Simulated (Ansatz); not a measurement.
# InP: a line through an energy map, part 2 of 2

One line of a two-coordinate grid on InP (F-43m, No. 216; 2 atoms in the cell): volume per atom is varied, at c/a of the conventional cell = 0.941.

Ansatz 0.2.0; DFT LDA, scalar-relativistic, plane waves, PAW.

### Step 9. The run at (26.71 Å³, 0.941)

The COD entry's cell or inner coordinates are ideal or old and differ from later refinements, so a difference from it is no clean test against experiment.

File input.yaml:

```yaml
crystal:
  lattice:
    - [0.0, 2.8706245299, 3.0502863988]
    - [3.0502863988, 0.0, 3.0502863988]
    - [3.0502863988, 2.8706245299, 0.0]
  atoms:
    - { symbol: In, position: [0.0, 0.0, 0.0] }
    - { symbol: P, position: [0.75, 0.75, 0.75] }
basis:
  ecutwfc: 420
kpoints:
  mp_grid: { grid: [12, 12, 12] }
hamiltonian:
  xc: lda
  pseudopotentials: { kind: paw, azcp: { folder: soft_1 } }
scf:
  occupations: { method: gaussian, width: 0.05 }
output:
  forces: true
  stress: true
  eigenvalues: true
```

Run with:

```console
> ansatz run input.yaml --threads 1 --pin off --max-ram 2048MiB --backend cpu --events-out ev --progress --plain --runs-dir out
```

Standard output, cut to the lines that bear on the results:

```text
Warning: <dir> the record states the generating functional pbe (its physics header spells it `PBE`), which answers neither for hamiltonian.xc's functional nor for the lda family's — results may be inconsistent (PPs are generated against a specific XC)
[...]
Warning: RAYON_NUM_THREADS=1 ignored (pool sized by the plan → 1); use --threads N
[...]
Pseudopotentials: kind: paw
Pseudopotential: In, paw, valence charge 13, recommended cutoff 420 eV (normal), <dir>
Pseudopotential: P, paw, valence charge 5, recommended cutoff 420 eV (normal), <dir>
Functional definition: SPW92
[...]
Crystal: 2 atoms, lattice volume = 53.418 Å³
Basis set: ecut = 420 eV, 1009 PW (Γ)
Bands: 13, of which v1, the nominal top of the filled ones, is band 9 counted from 1 (8 counted from 0)
Symmetry: 8 space group operations
Space group: I-4m2 (ITA 119), of the structure as read, at distance tolerance 3.8e-5 Å
k-points: 163 of 1728 (time reversal used)
[...]
SCF iter   1: F=—  HF=-6183.750941 eV  |F-HF|=—  |Δ(HF+E_count)|=         —  Δρ=2.97e-2  dr2=7.06e-1  ethr=3.10e-3  ⟨swp⟩=6.3  Hψ=14538  notcnv=0
[...]
SCF iter   7: F=-6183.526601 eV  HF=-6183.526601 eV  |F-HF|=2.39e-9  |Δ(HF+E_count)|=   5.34e-9  Δρ=1.69e-6  dr2=2.93e-9  ethr=5.56e-10  ⟨swp⟩=6.7  Hψ=11023  notcnv=0
[...]
SCF converged after 7 iterations
Free energy (F): -6183.526601 eV
[...]
E sigma→0 (E₀):  -6183.526585 eV
Entropy (-TS):   -0.000031 eV (-0.015 meV/atom)
Fermi energy:    6.192161 eV
[...]
--- Forces (eV/Å), atoms counted from 1 ---
  atom   1  In     0.00000000     0.00000000    -0.00000000
  atom   2  P      0.00000000    -0.00000000     0.00000000
[...]
--- Stress (GPa, compression-positive) ---
       -5.451716       0.000000      -0.000000
        0.000000      -2.981676      -0.000000
       -0.000000      -0.000000      -5.451716
  P = ⅓ Tr σ = -4.6284 GPa (-46.284 kbar)
--- Band table (eV; the first three rows and the last of 163) ---
  k-point 0: bands = ["-8.0316", "-8.0316", "-8.0115", "-7.9026", "-7.8965", "-5.1166", "5.9538", "5.9538", "6.1797", "6.2046", "9.9454", "10.0507", "10.0507"]
[...]
```

It took 5 s on 1 thread of Intel Xeon 6975P-C (Granite Rapids), shared host; peak memory 0.45 GiB.

Energy on the map's scale: 39 meV/atom.

### Step 10. Changed: basis.precision f64, mp_grid.shift [0.5, 0.5, 0.5], eigensolver.kind davidson

Changes to input.yaml since step 9:

```diff
@@ -10,4 +10,5 @@
   ecutwfc: 420
+  precision: f64
 kpoints:
-  mp_grid: { grid: [12, 12, 12] }
+  mp_grid: { grid: [12, 12, 12], shift: [0.5, 0.5, 0.5] }
 hamiltonian:
@@ -17,5 +18,6 @@
   occupations: { method: gaussian, width: 0.05 }
+  eigensolver: { kind: davidson }
 output:
   forces: true
+  eigenvalues: true
   stress: true
-  eigenvalues: true
```

Run with:

```console
> ansatz run input.yaml --threads 1 --pin off --max-ram 2048MiB --backend cpu --events-out ev --progress --plain --runs-dir out
```

Standard output, cut to the lines that bear on the results:

```text
Warning: <dir> the record states the generating functional pbe (its physics header spells it `PBE`), which answers neither for hamiltonian.xc's functional nor for the lda family's — results may be inconsistent (PPs are generated against a specific XC)
[...]
Warning: crystal.symmetry: narrowed to the stabiliser of the k-point mesh — unitary ops 8 → 2; excluded 6 operations that carry a point of the 12×12×12 mesh (shift [0.5, 0.5, 0.5]) off the mesh (the run samples exactly the mesh kpoints.mp_grid names, as under crystal.symmetry.detect: [...]
Warning: RAYON_NUM_THREADS=1 ignored (pool sized by the plan → 1); use --threads N
[...]
Pseudopotentials: kind: paw
Pseudopotential: In, paw, valence charge 13, recommended cutoff 420 eV (normal), <dir>
Pseudopotential: P, paw, valence charge 5, recommended cutoff 420 eV (normal), <dir>
Functional definition: SPW92
[...]
Crystal: 2 atoms, lattice volume = 53.418 Å³
Basis set: ecut = 420 eV, 1009 PW (Γ)
Bands: 13, of which v1, the nominal top of the filled ones, is band 9 counted from 1 (8 counted from 0)
Symmetry: 2 space group operations
k-points: 468 of 1728 (time reversal used)
[...]
SCF iter   1: F=—  HF=-6183.715922 eV  |F-HF|=—  |Δ(HF+E_count)|=         —  Δρ=2.95e-2  dr2=7.03e-1  ethr=1.00e-1  ⟨swp⟩=5.2  Hψ=18837  notcnv=0
[...]
SCF iter   7: F=-6183.526901 eV  HF=-6183.526901 eV  |F-HF|=1.56e-8  |Δ(HF+E_count)|=   4.19e-8  Δρ=6.27e-6  dr2=1.62e-8  ethr=5.60e-10  ⟨swp⟩=4.4  Hψ=17037  notcnv=0
[...]
SCF converged after 7 iterations
Free energy (F): -6183.526901 eV
[...]
E sigma→0 (E₀):  -6183.526901 eV
Fermi energy:    6.358279 eV
[...]
--- Forces (eV/Å), atoms counted from 1 ---
  atom   1  In     0.00061417     0.00025486     0.00061417
  atom   2  P     -0.00061473    -0.00024963    -0.00061473
[...]
--- Stress (GPa, compression-positive) ---
       -5.457213      -0.001310      -0.000719
       -0.001310      -2.980821      -0.001310
       -0.000719      -0.001310      -5.457213
  P = ⅓ Tr σ = -4.6317 GPa (-46.317 kbar)
--- Band table (eV; the first three rows and the last of 468) ---
  k-point 0: bands = ["-8.0328", "-8.0312", "-8.0120", "-7.9030", "-7.8967", "-5.0982", "5.5475", "5.9305", "6.1064", "6.6102", "9.9417", "10.0806"]
[...]
```

It took 20 s on 1 thread of Intel Xeon 6975P-C (Granite Rapids), shared host; peak memory 0.5 GiB.

```
    run     ending  energy change  pressure (GPa)  gap (eV)  force (eV/Å)  cycles  time
 step 9  converged              0            -4.6      0.02          0.00       7   5 s
variant  converged  -0.2 meV/atom            -4.6      0.50          0.00       7  20 s
```

Changing the arithmetic precision, k-point mesh and solver moves the energy by -0.2 meV/atom, and the gap on the mesh goes from 0.02 to 0.50 eV. The energy is not variational in the mesh, so the sign tells nothing. A gap read on a mesh depends on which points the mesh holds, and a coarse mesh shifts the density too. Cost: 20 s against 5 s.

### Step 11. Results

What follows sums up all 2 parts.

| volume per atom (Å³) | step | energy (meV/atom) | slope (meV/atom per Å³) | pressure (GPa) | band gap on the k-mesh (eV) |
| --- | --- | --- | --- | --- | --- |
| 22.75 | 3 | 47 | −44 | 7.0 | 0.82 |
| 23.41 | 4 | 24 | −27 | 4.3 | 0.68 |
| 24.07 | 5 | 11 | −12 | 1.9 | 0.53 |
| 24.73 | 6 | 8 | 1 | −0.1 | 0.39 |
| 25.39 | 7 | 12 | 12 | −1.8 | 0.24 |
| 26.05 | 8 | 23 | 21 | −3.4 | 0.11 |
| 26.71 | 9 | 39 | 29 | −4.6 | 0.03 |

Energies count from the relaxed crystal. Slopes come from the forces (and the stress, where the cell changes), not from differences of energies.

```
                                                                                                             run                                                       outcome
step 10, run with basis.precision f64, mp_grid.shift [0.5, 0.5, 0.5], eigensolver.kind davidson (against step 9)  -0.2 meV/atom; the gap on the mesh goes from 0.02 to 0.50 eV
```

The lowest point of the line is at 24.73 Å³, 8 meV/atom from the zero. A fit to energies and slopes at the lowest point and its two neighbours puts the minimum at 24.694 Å³, with a curvature of about 18 meV/atom per (Å³)². V·d²E/dV² there is about 71 GPa, a bulk modulus under this line's constraint. The highest point computed, at 22.75 Å³, lies 40 meV/atom above the lowest. This is one cut through a surface in two coordinates; the map's lowest point lies off it. The gap on the mesh closes on part of the grid.

These are semilocal Kohn-Sham gaps, which aren't the measured quantity. Such gaps usually fall short of the measured ones.
